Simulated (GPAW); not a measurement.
# FeO (Wuestite) (Fm-3m) in GPAW: notebook

Aim: see how the results for FeO (Wuestite) move with the level of theory and the settings. Levels: LDA, PBE. Tasks: single point.

Program: GPAW 26.7.0. These are calculated values, not measurements. Logs are shortened: lines on timing, memory, paths and dates and some standing lists are left out, and cuts for length are marked. The log counts tension as positive stress, the text compression.

### Step 1. The crystal as given

The structure is cubic, space group Fm-3m (No. 225). Conventional cell: a = 4.311 Å, b = 4.311 Å, c = 4.311 Å, α = 90.00°, β = 90.00°, γ = 90.00°. Fe (site symmetry m-3m) has 6 O at 2.16 Å as nearest neighbours. Around O (site symmetry m-3m) lie 6 Fe at 2.16 Å.

### Step 2. Single point, LDA, collinear spin, ferromagnetic start

Input file run.py:

```python
from ase import Atoms
from ase.dft.bandgap import bandgap
from ase.io import write
from ase.units import GPa
from gpaw import GPAW, PW

atoms = Atoms(['Fe', 'O'],
              cell=[[0.0, 2.1554, 2.1554],
                    [2.1554, 0.0, 2.1554],
                    [2.1554, 2.1554, 0.0]],
              scaled_positions=[[0.0, 0.0, 0.0],
                                [0.5, 0.5, 0.5]],
              pbc=True)
atoms.set_initial_magnetic_moments([4.0, 0.0])

calc = GPAW(mode=PW(600),
            xc='LDA',
            kpts={'size': (9, 9, 9), 'gamma': True},
            occupations={'name': 'fermi-dirac', 'width': 0.05},
            nbands=17,
            maxiter=120,
            txt='gpaw.txt')
atoms.calc = calc
energy = atoms.get_potential_energy()
forces = atoms.get_forces()
stress = atoms.get_stress()
calc.write('gs.gpw')
write('result.traj', atoms)
print(f'Energy: {energy:.6f} eV')
print('Forces (eV/A):')
print(forces.round(4))
print('Stress (GPa):', (stress / GPa).round(3))
print('Moments:', calc.get_magnetic_moments().round(3))
print('Fermi level:', round(calc.get_fermi_level(), 4), 'eV')
print(f'Gap: {bandgap(calc)[0]:.4f} eV, direct: {bandgap(calc, direct=True)[0]:.4f} eV')
```

Potentials or basis: the program's PAW data sets (release 1.2.1) made for this functional, pw.

Command:

```sh
> OMP_NUM_THREADS=1 python run.py
```

gpaw.txt:

```text
__  _  _
 | _ |_)|_||  |
 |__||  | ||/\| - 26.7.0

Input parameters:
  mode=PW(ecut=600.0),
  kpts=MonkhorstPack(size=(9, 9, 9), gamma=True),
  maxiter=120,
  nbands=17,
  occupations=Occupations(name='fermi-dirac', width=0.05),
  xc=XC(name='LDA')

Diagonalizing LCAO Hamiltonian
Converting LCAO to pw mode

              O

       Fe

Atoms  # Å, Bohr magnetons
|   | symbol |        x |        y |        z |    initial magnetic moments |
|---|--------|----------|----------|----------|-----------------------------|
| 0 |     Fe | 0.000000 | 0.000000 | 0.000000 | ( 0.0000,  0.0000,  4.0000) |
| 1 |      O | 2.155400 | 2.155400 | 2.155400 | ( 0.0000,  0.0000,  0.0000) |

Unit cell  # Å
| periodic |        x |        y |        z |  lengths |    angles |
|----------|----------|----------|----------|----------|-----------|
|      yes | 0.000000 | 2.155400 | 2.155400 | 3.048196 | 60.000000 |
|      yes | 2.155400 | 0.000000 | 2.155400 | 3.048196 | 60.000000 |
|      yes | 2.155400 | 2.155400 | 0.000000 | 3.048196 | 60.000000 |

Number of symmetries: 48
Symmetry operations  # r_c * U_cc + t_c -> r_c
|    | kind |            matrix            |
|----|------|------------------------------|
|  0 |  σ   |  1, 0, 0,  1, 0,-1,  1,-1, 0 |
|  1 |  C2  |  1, 0, 0,  1,-1, 0,  1, 0,-1 |
|  2 |  E   |  1, 0, 0,  0, 1, 0,  0, 0, 1 |
|  3 |  σ   |  1, 0, 0,  0, 0, 1,  0, 1, 0 |
|  4 |  C4  |  1, 0,-1,  1, 0, 0,  1,-1, 0 |
|  5 |  S6  |  1, 0,-1,  1,-1, 0,  1, 0, 0 |
|  6 |  σ   |  1, 0,-1,  0, 1,-1,  0, 0,-1 |
|  7 |  C3  |  1, 0,-1,  0, 0,-1,  0, 1,-1 |
|  8 |  S6  |  1,-1, 0,  1, 0, 0,  1, 0,-1 |
|  9 |  C4  |  1,-1, 0,  1, 0,-1,  1, 0, 0 |
| 10 |  C3  |  1,-1, 0,  0,-1, 1,  0,-1, 0 |
| 11 |  σ   |  1,-1, 0,  0,-1, 0,  0,-1, 1 |
| 12 |  σ   |  0, 1, 0,  1, 0, 0,  0, 0, 1 |
| 13 |  C4  |  0, 1, 0,  0, 1,-1, -1, 1, 0 |
| 14 |  C3  |  0, 1, 0,  0, 0, 1,  1, 0, 0 |
| 15 |  S6  |  0, 1, 0, -1, 1, 0,  0, 1,-1 |
| 16 |  C2  |  0, 1,-1,  1, 0,-1,  0, 0,-1 |
| 17 |  σ   |  0, 1,-1,  0, 1, 0, -1, 1, 0 |
| 18 |  S4  |  0, 1,-1,  0, 0,-1,  1, 0,-1 |
| 19 |  C4  |  0, 1,-1, -1, 1, 0,  0, 1, 0 |
| 20 |  C3  |  0, 0, 1,  1, 0, 0,  0, 1, 0 |
| 21 |  σ   |  0, 0, 1,  0, 1, 0,  1, 0, 0 |
| 22 |  S6  |  0, 0, 1,  0,-1, 1, -1, 0, 1 |
| 23 |  C4  |  0, 0, 1, -1, 0, 1,  0,-1, 1 |
| 24 |  S4  |  0, 0,-1,  1, 0,-1,  0, 1,-1 |
| 25 |  C3  |  0, 0,-1,  0, 1,-1,  1, 0,-1 |
| 26 |  C2  |  0, 0,-1,  0,-1, 0, -1, 0, 0 |
| 27 |  S6  |  0, 0,-1, -1, 0, 0,  0,-1, 0 |
| 28 |  S4  |  0,-1, 1,  1,-1, 0,  0,-1, 0 |
| 29 |  C4  |  0,-1, 1,  0, 0, 1, -1, 0, 1 |
| 30 |  C2  |  0,-1, 1,  0,-1, 0,  1,-1, 0 |
| 31 |  σ   |  0,-1, 1, -1, 0, 1,  0, 0, 1 |
| 32 |  C3  |  0,-1, 0,  1,-1, 0,  0,-1, 1 |
| 33 |  S6  |  0,-1, 0,  0, 0,-1, -1, 0, 0 |
| 34 |  S4  |  0,-1, 0,  0,-1, 1,  1,-1, 0 |
| 35 |  C2  |  0,-1, 0, -1, 0, 0,  0, 0,-1 |
| 36 |  C2  | -1, 1, 0,  0, 1, 0,  0, 1,-1 |
| 37 |  S6  | -1, 1, 0,  0, 1,-1,  0, 1, 0 |
| 38 |  S4  | -1, 1, 0, -1, 0, 1, -1, 0, 0 |
| 39 |  C3  | -1, 1, 0, -1, 0, 0, -1, 0, 1 |
| 40 |  S6  | -1, 0, 1,  0, 0, 1,  0,-1, 1 |
| 41 |  C2  | -1, 0, 1,  0,-1, 1,  0, 0, 1 |
| 42 |  C3  | -1, 0, 1, -1, 1, 0, -1, 0, 0 |
| 43 |  S4  | -1, 0, 1, -1, 0, 0, -1, 1, 0 |
| 44 |  C2  | -1, 0, 0,  0, 0,-1,  0,-1, 0 |
| 45 |  i   | -1, 0, 0,  0,-1, 0,  0, 0,-1 |
| 46 |  σ   | -1, 0, 0, -1, 1, 0, -1, 0, 1 |
| 47 |  C2  | -1, 0, 0, -1, 0, 1, -1, 1, 0 |

BZ-sampling:
  Number of BZ points: 729
  Number of IBZ points: 35

  Monkhorst-Pack size: [9, 9, 9]
  Monkhorst-Pack shift: [0, 0, 0]

K-points  # in reciprocal-cell coordinates
|     |                                coordinates |     weight |
|-----|--------------------------------------------|------------|
|   0 | (  0.00000000,   0.00000000,   0.00000000) | 0.00137174 |
|   1 | (  0.11111111,   0.11111111,   0.00000000) | 0.00823045 |
|   2 | (  0.11111111,   0.11111111,   0.11111111) | 0.01097394 |
|   3 | (  0.22222222,   0.11111111,   0.11111111) | 0.01646091 |
|   4 | (  0.22222222,   0.22222222,   0.00000000) | 0.00823045 |
|   5 | (  0.22222222,   0.22222222,   0.11111111) | 0.03292181 |
|   6 | (  0.22222222,   0.22222222,   0.22222222) | 0.01097394 |
|   7 | (  0.33333333,   0.22222222,   0.11111111) | 0.03292181 |
|   8 | (  0.33333333,   0.22222222,   0.22222222) | 0.03292181 |
|   9 | (  0.33333333,   0.33333333,  -0.33333333) | 0.01646091 |
| ... |                                            |            |
|  34 | (  0.44444444,   0.44444444,   0.44444444) | 0.01097394 |

Plane wave coefficients: 680
Cutoff: 600.0 eV

Spin-components: 2 (collinear spins)
Bands:           17
Projectors:      11
Spin-degeneracy: 1
Datatype:        complex128

Parallelization:
  kpt:    1
  domain: 1
  band:   1

Density:
  Valence electrons: 14.0
  Components: 2
  Grid points: [18 18 18]
  Charge: 0.0  # |e|

Potential:
  Grid points: [18 18 18]

species:
  Fe:
    name:    Iron
    Z:       26.0
    valence: 8
    core:    18
    charge:  0.0  # [|e|]
    compensation charges:
      type: gauss
      rc: 0.33  # [Å]
      lmax: 2
    cutoffs:
      filter: 2.06  # [Å]
      core: 2.67  # [Å]
    projectors
    | kind |    occ | energy [eV] | rcut [Å] |
    |------|--------|-------------|----------|
    |   4s |  2.000 |      -5.481 |    1.164 |
    |   4p |  0.000 |      -1.431 |    1.058 |
    |   3d |  6.000 |      -7.753 |    1.058 |
    |    s |        |      21.730 |    1.164 |
    |    p |        |      25.780 |    1.058 |
    |    d |        |      19.459 |    1.058 |

    Using partial waves for Fe as LCAO basis

  O:
    name:    Oxygen
    Z:       8.0
    valence: 6
    core:    2
    charge:  0.0  # [|e|]
    compensation charges:
      type: gauss
      rc: 0.21  # [Å]
      lmax: 2
    cutoffs:
      filter: 1.17  # [Å]
      core: 0.83  # [Å]
    projectors
    | kind |    occ | energy [eV] | rcut [Å] |
    |------|--------|-------------|----------|
    |   2s |  2.000 |     -23.752 |    0.688 |
    |   2p |  4.000 |      -9.195 |    0.598 |
    |    s |        |       3.459 |    0.688 |
    |    p |        |      18.016 |    0.598 |
    |    d |        |       0.000 |    0.619 |

    Using partial waves for O as LCAO basis

Reference energy: -36585.847439  # eV

eigensolver:
  PPCG
  Converge bands: occupied
  niter=2

density mixing:
  MSR1-Mixer
  Pratt-step length: 0.05
  Maximum mixing coefficient: 0.75
  Old densities: 10
  SVD Regularization: 0.005
  Good broyden scale: 1.0
  Trust region scale: 1.0
  Backstep threshold: 4.0
  History deletion threshold: 6.0
  Fourier metric: weight=20.0, sigma=0.015

occupation numbers:
  Fermi-Dirac:
    width: 0.0500  # eV

poisson solver:
  ecut: 4800.0  # eV

xc functional:
  name: None

convergence criteria:
- Maximum [total energy] change in last 3 cyles: 0.0005 eV / valence electron
- Maximum integral of absolute [dens]ity change: 0.0001 electrons / valence electron
- Maximum integral of absolute [eigenst]ate change: 4e-08 eV^2 / valence electron
maximum number of iterations: 120

SCF iterations
|iter     | |      energy | eigst |  dens |  magmom |
|---------|-|-------------|-------|-------|---------|
|iter:   1| |  -18.176420 | -0.04 |       |  +4.0029|
|iter:   2| |  -17.944677 | -1.69 | -0.86 |  +4.0029|
|iter:   3| |  -17.460558 | -1.50 | -0.90 |  +4.0027|
|iter:   4| |  -17.475412 | -2.57 | -1.29 |  +3.9985|
|iter:   5| |  -17.481061 | -2.94 | -1.61 |  +3.9992|
|iter:   6| |  -17.483994 | -3.75 | -1.86 |  +3.9975|
|iter:   7| |  -17.484384c| -4.43 | -2.49 |  +3.9984|
|iter:   8| |  -17.484399c| -6.04 | -3.22 |  +3.9986|
|iter:   9| |  -17.484397c| -7.35 | -3.86 |  +3.9987|
|iter:  10| |  -17.484397c| -8.65c| -5.09c|  +3.9987|

Converged in 10 steps
Energy contributions relative to reference atoms: (reference = -36585.847439)

Energy contributions:
  Kinetic:          22.252517
  Coulomb:         -19.533908
  Zero:              0.160108
  External:          0.000000
  Xc:              -20.357681
  Entropy:          -0.010867
  Spinorbit:         0.000000
  ----------------------------
  Free energy:     -17.489831
  Extrapolated:    -17.484397

dipole moment: (-10.431325, -10.431325, -10.431325)  # |e|*Ang

Total magnetic moment: (0.000000, 0.000000, 3.998712)

Local magnetic moments
|        x |        y |        z |
|----------|----------|----------|
| 0.000000 | 0.000000 | 3.507141 |  # Fe   0
| 0.000000 | 0.000000 | 0.245402 |  # O    1

Fermi level: 8.758
Eigenvalues  # (at kpt = [0.000, 0.000, 0.000])
| band index |      eig [eV] | occ [0-1] |      eig [eV] | occ [0-1] |
|------------|---------------|-----------|---------------|-----------|
|          0 |       -11.754 |     1.000 |       -11.167 |     1.000 |
|          1 |         4.901 |     1.000 |         5.521 |     1.000 |
|          2 |         4.901 |     1.000 |         5.521 |     1.000 |
|          3 |         4.901 |     1.000 |         5.521 |     1.000 |
|          4 |         5.057 |     1.000 |         8.036 |     1.000 |
|          5 |         5.057 |     1.000 |         8.036 |     1.000 |
|          6 |         5.057 |     1.000 |         8.036 |     1.000 |
|          7 |         5.323 |     1.000 |         8.778 |     0.404 |
|          8 |         5.323 |     1.000 |         8.778 |     0.404 |
|          9 |         8.817 |     0.238 |         9.624 |     0.000 |
|         10 |        15.420 |     0.000 |        18.415 |     0.000 |
|         11 |        15.420 |     0.000 |        18.415 |     0.000 |
|         12 |        15.420 |     0.000 |        18.415 |     0.000 |
|         13 |        24.076 |     0.000 |        24.293 |     0.000 |
|         14 |        25.626 |     0.000 |        26.748 |     0.000 |
|         15 |        25.626 |     0.000 |        26.748 |     0.000 |
|         16 |        25.626 |     0.000 |        26.748 |     0.000 |

No gap
No difference between direct/indirect transitions

Forces  # eV/Ang
|       x |       y |       z |
|---------|---------|---------|
| 0.00000 | 0.00000 | 0.00000 |  # Fe   0
| 0.00000 | 0.00000 | 0.00000 |  # O    1

Stress tensor  # eV/Ang^3
|        x |         y |         z |
|----------|-----------|-----------|
| 0.123390 |  0.000000 |  0.000000 |
| 0.000000 |  0.123390 | -0.000000 |
| 0.000000 | -0.000000 |  0.123390 |

# Writing to gs.gpw (mode='')
```

It took 17 s on 1 thread of Arm Neoverse V2, shared host; peak memory 0.15 GiB.

Results:

* Free energy: -17.4898 eV
* Pressure: -19.8 GPa
* Band gap on the k mesh: none (metal or under the smearing width)
* Net moment: 4.00 μB per cell
* Site moments: Fe +3.51; O +0.25 μB

Levels at points of the mesh, in eV from the Fermi level:
Spin up:
| k point | band 6 | band 7 | band 8 | band 9 | band 10 | band 11 | band 12 | band 13 |
| --- | --- | --- | --- | --- | --- | --- | --- | --- |
| (0.00, 0.00, 0.00) | -3.70 | -3.70 | -3.43 | -3.43 | 0.06 | 6.66 | 6.66 | 6.66 |
Spin down:
```tsv
k point	band 3	band 4	band 5	band 6	band 7	band 8
(0.00, 0.00, 0.00)	-3.24	-3.24	-0.72	-0.72	-0.72	0.02
```

Caveat: the cutoff is short for stress and forces, so pressures can be off by a GPa or more; so large a pressure means that the cell lies far from this level's equilibrium, or that cutoff or potentials fall short; a cell with one magnetic atom can't hold antiferromagnetic order, which such compounds often take; semilocal functionals often make such compounds metallic where correlation or magnetic order opens a gap, which also shifts bond lengths.

[end of part 1 of 2]
